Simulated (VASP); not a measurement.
# Pt (Fm-3m) in VASP: notebook, part 2 of 3

VASP 6.6.1. Earlier steps stand in the parts before.

### 3 Optical spectrum, PBE

This run uses another cell than the first one, of 15.01 Å³/atom, 1.015 times its volume.

INCAR

```
ALGO = Normal ; CSHIFT = 0.05
EDIFF = 1E-7 ; ENCUT = 520
GGA = PE ; ISIF = 2
ISMEAR = 0 ; KPAR = 4
LASPH = True ; LCHARG = False
LOPTICS = True ; LREAL = False
LWAVE = False ; NBANDS = 53
NEDOS = 3000 ; NELM = 80
PREC = Accurate ; SIGMA = 0.05
WPLASMAI = 0
```

KPOINTS

```
k-points
0
Gamma
  32 32 32
```

POSCAR

```
Pt                                      
1.0
    0.0000000000      1.9579378803      1.9579378803
    1.9579378803      0.0000000000      1.9579378803
    1.9579378803      1.9579378803      0.0000000000
  Pt            
     1
Direct
     0.0000000000000000    0.0000000000000000    0.0000000000000000
```

Potentials or basis: VASP PAW PBE potentials, release 64 (Pt).

Run with:

```console
> cat potpaw_PBE.64/Pt/POTCAR > POTCAR
> mpirun -np 4 vasp_std > vasp.out
```

OUTCAR:

```text
EDIFF = 1E-7
   ENCUT = 520
   GGA = PE
   ISIF = 2
   ISMEAR = 0
   LASPH = True
   LREAL = False
   NELM = 80
   PREC = Accurate

 ion  position               nearest neighbor table
   1  0.000  0.000  0.000-

  LATTYP: Found a face centered cubic cell.
 ALAT       =     3.9158757606

  Lattice vectors:

 A1 = (   0.0000000000,   1.9579378803,   1.9579378803)
 A2 = (   1.9579378803,   0.0000000000,   1.9579378803)
 A3 = (   1.9579378803,   1.9579378803,   0.0000000000)

Analysis of symmetry for initial positions (statically):
=====================================================================
 Subroutine PRICEL returns:
 Original cell was already a primitive cell.

 Routine SETGRP: Setting up the symmetry group for a
 face centered cubic supercell.

 Subroutine GETGRP returns: Found 48 space group operations
 (whereof 48 operations were pure point group operations)
 out of a pool of 48 trial point group operations.

The static configuration has the point symmetry O_h .

[... 671 lines left out ...]

 POSITION                                       TOTAL-FORCE (eV/Angst)
 -----------------------------------------------------------------------------------
      0.00000      0.00000      0.00000         0.000000      0.000000      0.000000
 -----------------------------------------------------------------------------------
    total drift:                               -0.000000      0.000000     -0.000000

  FREE ENERGIE OF THE ION-ELECTRON SYSTEM (eV)
  ---------------------------------------------------
  free  energy   TOTEN  =        -6.0793951981 eV

  energy  without entropy=       -6.0769210529  energy(sigma->0) =       -6.07815813

 electrical conductivity sigma (Mega S m-1) (frequency dependency in vasprun.xml)
  --------------------------------------------------------------------------------------
       0.158       0.000      -0.000
       0.000       0.158       0.000
      -0.000       0.000       0.158

  frequency dependent IMAGINARY DIELECTRIC FUNCTION (independent particle, no local field effects) density-density
     E(ev)      X         Y         Z        XY        YZ        ZX
  --------------------------------------------------------------------------------------------------------------
     0.00000     0.00000     0.00000     0.00000     0.00000     0.00000     0.00000
     1.48389    26.88899    26.88899    26.88899    -0.00000    -0.00000    -0.00000
     2.96778    11.16316    11.16316    11.16316    -0.00000     0.00000    -0.00000
     4.45167     5.25086     5.25086     5.25086     0.00000    -0.00000    -0.00000
     5.93555     3.48504     3.48504     3.48504     0.00000     0.00000    -0.00000
     7.41944     5.13411     5.13411     5.13411     0.00000    -0.00000    -0.00000
[... 92 lines left out ...]
   145.42106     0.00005     0.00005     0.00005    -0.00000    -0.00000     0.00000
   146.90495     0.00005     0.00005     0.00005    -0.00000    -0.00000     0.00000

  frequency dependent      REAL DIELECTRIC FUNCTION (independent particle, no local field effects) density-density
     E(ev)        X           Y           Z          XY          YZ          ZX
  --------------------------------------------------------------------------------------------------------------
     0.00000   343.14954   343.14954   343.14954     0.00000     0.00000    -0.00000
     1.48389    -3.04649    -3.04649    -3.04649    -0.00000    -0.00000    -0.00000
     2.96778     0.23131     0.23131     0.23131    -0.00000     0.00000    -0.00000
     4.45167    -0.41351    -0.41351    -0.41351     0.00000     0.00000     0.00000
     5.93555     1.59150     1.59150     1.59150     0.00000    -0.00000    -0.00000
     7.41944     3.01339     3.01339     3.01339    -0.00000     0.00000    -0.00000
[... 92 lines left out ...]
   145.42106     0.93607     0.93607     0.93607     0.00000     0.00000    -0.00000
   146.90495     0.93744     0.93744     0.93744     0.00000     0.00000    -0.00000

  frequency dependent IMAGINARY DIELECTRIC FUNCTION (independent particle, no local field effects) current-current
     E(ev)      X         Y         Z        XY        YZ        ZX
  --------------------------------------------------------------------------------------------------------------
     0.00000   665.96680   665.96680   665.96680    -0.00000     0.00000    -0.00000
     1.48389    26.63294    26.63294    26.63294     0.00000    -0.00000     0.00000
     2.96778    11.16410    11.16410    11.16410    -0.00000    -0.00000     0.00000
     4.45167     5.21865     5.21865     5.21865    -0.00000    -0.00000     0.00000
     5.93555     3.49306     3.49306     3.49306    -0.00000    -0.00000     0.00000
     7.41944     5.16227     5.16227     5.16227    -0.00000     0.00000     0.00000
[... 92 lines left out ...]
   145.42106     0.00000     0.00000     0.00000     0.00000    -0.00000     0.00000
   146.90495     0.00000     0.00000     0.00000     0.00000    -0.00000     0.00000

  frequency dependent      REAL DIELECTRIC FUNCTION (independent particle, no local field effects) current-current
     E(ev)        X           Y           Z          XY          YZ          ZX
  --------------------------------------------------------------------------------------------------------------
     0.00000    74.22847    74.22847    74.22847    -0.00000    -0.00000    -0.00000
     1.48389    -4.43481    -4.43481    -4.43481     0.00000    -0.00000     0.00000
     2.96778    -0.05186    -0.05186    -0.05186     0.00000     0.00000    -0.00000
     4.45167    -0.49133    -0.49133    -0.49133     0.00000     0.00000    -0.00000
     5.93555     1.55507     1.55507     1.55507    -0.00000     0.00000    -0.00000
     7.41944     2.95666     2.95666     2.95666    -0.00000    -0.00000    -0.00000
[... 92 lines left out ...]
   145.42106     0.93611     0.93611     0.93611     0.00000     0.00000     0.00000
   146.90495     0.93748     0.93748     0.93748     0.00000     0.00000     0.00000
```

stdout:

```text
POSCAR found type information on POSCAR Pt
 POSCAR found :  1 types and       1 ions
 scaLAPACK will be used
 LDA part: xc-table for (Slater+PW92), standard interpolation
 POSCAR, INCAR and KPOINTS ok, starting setup
 FFT: planning ... GRIDC
 FFT: planning ... GRID_SOFT
 FFT: planning ... GRID
 WAVECAR not read
 entering main loop
 optical routines
 imaginary and real dielectric function
 recalculating local potential from charge density
 direction            1
 direction            2
 direction            3
```

Wall time 86 s (4 MPI ranks of Intel Xeon 6975P-C (Granite Rapids), shared host); peak memory 0.7 GiB.

Results:

```yaml
Free_energy: -6.0794 eV
Pressure: 10.8 GPa
Band_gap_on_the_k_mesh: none (metal or under the smearing width)
```

Dielectric function (mean over the directions given):
```
energy (eV)  real part  imaginary part
       0.30      50.67          126.43
       0.89       5.49           55.26
       1.58      -2.42           26.77
       2.28      -1.76           16.46
       2.97       0.23           11.16
       3.66      -0.63            8.73
       4.35      -0.82            5.02
       5.05       0.27            4.12
       5.64       1.27            3.66
       6.33       2.44            3.30
       7.02       3.08            3.83
       7.72       2.11            4.72
       8.41       2.20            4.91
       9.10       1.56            5.95
       9.79       0.12            5.13
      10.39       0.66            3.48
      11.08       0.87            2.78
      11.77       0.56            3.21
      12.46       0.53            2.44
      13.16       1.07            2.38
      13.85       1.32            2.47
      14.54       1.12            2.69
      15.14       0.98            2.53
      15.83       1.00            2.13
      16.52       1.48            1.93
      17.21       1.89            1.97
      17.91       2.44            2.35
      18.60       1.83            4.09
      19.29       1.29            3.99
      19.98      -1.03            4.71
```

Caveat: independent-particle spectra lack excitons; the intraband (Drude) part of a metal's response may be missing. Spin-orbit coupling is left out, which matters for the levels of Pt.

### 4 Optical spectrum, PBE, spin-orbit coupling, no magnetisation

This run uses another cell than the first one, of 15.01 Å³/atom, 1.015 times its volume.

INCAR

```
ALGO = Normal ; CSHIFT = 0.05
EDIFF = 1E-7 ; ENCUT = 520
GGA = PE ; GGA_COMPAT = False
ISIF = 2 ; ISMEAR = 0
KPAR = 4 ; LASPH = True
LCHARG = False ; LMAXMIX = 4
LOPTICS = True ; LORBIT = 11
LREAL = False ; LSORBIT = True
LWAVE = False ; MAGMOM = 0 0 0
NBANDS = 106 ; NEDOS = 3000
NELM = 80 ; PREC = Accurate
SIGMA = 0.05
```

KPOINTS

```
k-points
0
Gamma
  20 20 20
```

POSCAR is that of step 3.

Potentials or basis: VASP PAW PBE potentials, release 64 (Pt).

Run with:

```console
> cat potpaw_PBE.64/Pt/POTCAR > POTCAR
> mpirun -np 4 vasp_ncl > vasp.out
```

OUTCAR:

```text
EDIFF = 1E-7
   ENCUT = 520
   GGA = PE
   ISIF = 2
   ISMEAR = 0
   LASPH = True
   LORBIT = 11
   LREAL = False
   LSORBIT = True
   NELM = 80
   PREC = Accurate

 ion  position               nearest neighbor table
   1  0.000  0.000  0.000-

  LATTYP: Found a face centered cubic cell.
 ALAT       =     3.9158757606

  Lattice vectors:

 A1 = (   0.0000000000,   1.9579378803,   1.9579378803)
 A2 = (   1.9579378803,   0.0000000000,   1.9579378803)
 A3 = (   1.9579378803,   1.9579378803,   0.0000000000)

Analysis of symmetry for initial positions (statically):
=====================================================================
 Subroutine PRICEL returns:
 Original cell was already a primitive cell.

 Routine SETGRP: Setting up the symmetry group for a
 face centered cubic supercell.

 Subroutine GETGRP returns: Found 48 space group operations
 (whereof 48 operations were pure point group operations)
 out of a pool of 48 trial point group operations.

The static configuration has the point symmetry O_h .

Analysis of symmetry for dynamics (positions and initial velocities):
=====================================================================
 Subroutine PRICEL returns:
 Original cell was already a primitive cell.

 Routine SETGRP: Setting up the symmetry group for a
 face centered cubic supercell.

 Subroutine GETGRP returns: Found 48 space group operations
 (whereof 48 operations were pure point group operations)
 out of a pool of 48 trial point group operations.
[... 922 lines left out ...]
  --------------------------------------------------------------------------------------------------------------
     0.00000    81.33628    81.33628    81.33628    -0.00000     0.00000    -0.00000
     1.48390   -23.15319   -23.15319   -23.15319     0.00000    -0.00000     0.00000
     2.96779    -4.92850    -4.92850    -4.92850     0.00000     0.00000    -0.00000
     4.45169    -1.10190    -1.10190    -1.10190    -0.00000    -0.00000     0.00000
     5.93558     0.46039     0.46039     0.46039    -0.00000    -0.00000     0.00000
     7.41948     2.98807     2.98807     2.98807     0.00000    -0.00000     0.00000
[... 92 lines left out ...]
   145.42175     0.93512     0.93512     0.93512     0.00000     0.00000     0.00000
   146.90564     0.93651     0.93651     0.93651     0.00000     0.00000     0.00000

  frequency dependent IMAGINARY DIELECTRIC FUNCTION (independent particle, no local field effects) current-current
     E(ev)      X         Y         Z        XY        YZ        ZX
  --------------------------------------------------------------------------------------------------------------
     0.00000   164.76102   164.76102   164.76102    -0.00000     0.00000    -0.00000
     1.48390    49.06561    49.06561    49.06561     0.00000     0.00000     0.00000
     2.96779    12.17238    12.17238    12.17238    -0.00000    -0.00000     0.00000
     4.45169     6.81475     6.81475     6.81475    -0.00000    -0.00000    -0.00000
     5.93558     3.25272     3.25272     3.25272     0.00000    -0.00000     0.00000
     7.41948     5.57532     5.57532     5.57532    -0.00000     0.00000    -0.00000
[... 92 lines left out ...]
   145.42175     0.00000     0.00000     0.00000    -0.00000     0.00000    -0.00000
   146.90564     0.00000     0.00000     0.00000    -0.00000     0.00000    -0.00000

  frequency dependent      REAL DIELECTRIC FUNCTION (independent particle, no local field effects) current-current
     E(ev)        X           Y           Z          XY          YZ          ZX
  --------------------------------------------------------------------------------------------------------------
     0.00000    80.96157    80.96157    80.96157    -0.00000     0.00000    -0.00000
     1.48390   -26.78774   -26.78774   -26.78774    -0.00000    -0.00000     0.00000
     2.96779    -5.34916    -5.34916    -5.34916     0.00000     0.00000    -0.00000
     4.45169    -1.25675    -1.25675    -1.25675     0.00000    -0.00000    -0.00000
     5.93558     0.41200     0.41200     0.41200     0.00000     0.00000     0.00000
     7.41948     2.91216     2.91216     2.91216    -0.00000     0.00000    -0.00000
[... 92 lines left out ...]
   145.42175     0.93512     0.93512     0.93512     0.00000    -0.00000     0.00000
   146.90564     0.93651     0.93651     0.93651     0.00000    -0.00000     0.00000

 Spin-Orbit-Coupling matrix elements

 Ion:    1  E_soc:     -0.7787304
 l=   1
     0.0000000    -0.0336139    -0.0336139
    -0.0336139     0.0000000    -0.0336139
    -0.0336139    -0.0336139     0.0000000
 l=   2
     0.0000000    -0.0168665     0.0000000    -0.0168665    -0.0793081
    -0.0168665     0.0000000    -0.0594810    -0.0168665    -0.0198270
     0.0000000    -0.0594810     0.0000000    -0.0594810     0.0000000
    -0.0168665    -0.0168665    -0.0594810     0.0000000    -0.0198270
    -0.0793081    -0.0198270     0.0000000    -0.0198270     0.0000000
 l=   3
     0.0000000     0.0000000     0.0000000     0.0000000     0.0000000     0.0000000     0.0000000
     0.0000000     0.0000000     0.0000000     0.0000000     0.0000000     0.0000000     0.0000000
     0.0000000     0.0000000     0.0000000     0.0000000     0.0000000     0.0000000     0.0000000
     0.0000000     0.0000000     0.0000000     0.0000000     0.0000000     0.0000000     0.0000000
     0.0000000     0.0000000     0.0000000     0.0000000     0.0000000     0.0000000     0.0000000
     0.0000000     0.0000000     0.0000000     0.0000000     0.0000000     0.0000000     0.0000000
     0.0000000     0.0000000     0.0000000     0.0000000     0.0000000     0.0000000     0.0000000

 total charge

# of ion       s       p       d       tot
------------------------------------------
    1        0.644   0.638   8.031   9.313

 magnetization (x)

# of ion       s       p       d       tot
------------------------------------------
    1       -0.000   0.000   0.000   0.000

 magnetization (y)

# of ion       s       p       d       tot
------------------------------------------
    1        0.000   0.000   0.000   0.000

 magnetization (z)

# of ion       s       p       d       tot
------------------------------------------
    1       -0.000   0.000   0.000   0.000
```

OSZICAR:

```text
N       E                     dE             d eps       ncg     rms          rms(c)
DAV:   1     0.891857119425E+02    0.89186E+02   -0.23794E+03 54288   0.179E+02
DAV:   2    -0.105846026455E+01   -0.90244E+02   -0.77400E+02 61356   0.820E+01
DAV:   3    -0.684248850357E+01   -0.57840E+01   -0.56044E+01 64060   0.208E+01
DAV:   4    -0.685119886392E+01   -0.87104E-02   -0.87078E-02 61822   0.724E-01
DAV:   5    -0.685119981239E+01   -0.94847E-06   -0.94906E-06 61970   0.866E-03    0.147E+01
DAV:   6    -0.652080514018E+01    0.33039E+00   -0.46456E-02 59554   0.143E+00    0.803E+00
DAV:   7    -0.647808178217E+01    0.42723E-01   -0.13384E-02 60746   0.645E-01    0.295E+00
DAV:   8    -0.647443820123E+01    0.36436E-02   -0.20534E-04 62272   0.799E-02    0.124E+00
DAV:   9    -0.647412528825E+01    0.31291E-03   -0.59382E-05 62860   0.503E-02    0.171E-01
DAV:  10    -0.647411035618E+01    0.14932E-04   -0.21468E-06 60138   0.759E-03    0.926E-03
DAV:  11    -0.647411312064E+01   -0.27645E-05   -0.29525E-07 60452   0.171E-03    0.718E-04
DAV:  12    -0.647411310928E+01    0.11362E-07   -0.36525E-09 43108   0.171E-04
   1 F= -.64741131E+01 E0= -.64731885E+01  d E =-.184928E-02  mag=    -0.0000     0.0000     0.0000
 imaginary and real dielectric function
```

Wall time 2 min (4 MPI ranks of Intel Xeon 6975P-C (Granite Rapids), shared host); peak memory 0.74 GiB.

Results:

```yaml
Free_energy: -6.4741 eV
Pressure: 11.5 GPa
Valence_electrons_inside_the_program's_atomic_spheres: Pt 9.31
```

Dielectric function (mean over the directions given):
```
energy (eV)  real part  imaginary part
       0.30      94.12            5.92
       0.89       7.15           85.85
       1.58     -24.01           30.34
       2.28      -6.54           18.35
       2.97      -4.93           12.38
       3.66      -4.17            9.23
       4.35      -0.43            6.42
       5.05      -0.98            4.12
       5.64       1.16            4.59
       6.33       1.32            4.35
       7.02       2.30            4.47
       7.72       0.97            4.89
       8.41       0.92            5.00
       9.10       2.69            4.10
       9.79      -0.86            4.12
      10.39      -0.36            3.08
      11.08       0.60            3.03
      11.77       0.55            2.52
      12.46       0.39            1.59
      13.16       1.05            2.51
      13.85       1.27            2.30
      14.54       0.95            2.37
      15.14       1.13            2.14
      15.83       0.75            2.25
      16.52       1.28            2.19
      17.21       1.55            1.92
      17.91       2.24            2.80
      18.60       1.60            3.25
      19.29       1.50            4.55
      19.98      -0.54            3.46
```

Caveat: independent-particle spectra lack excitons.

[end of part 2 of 3]
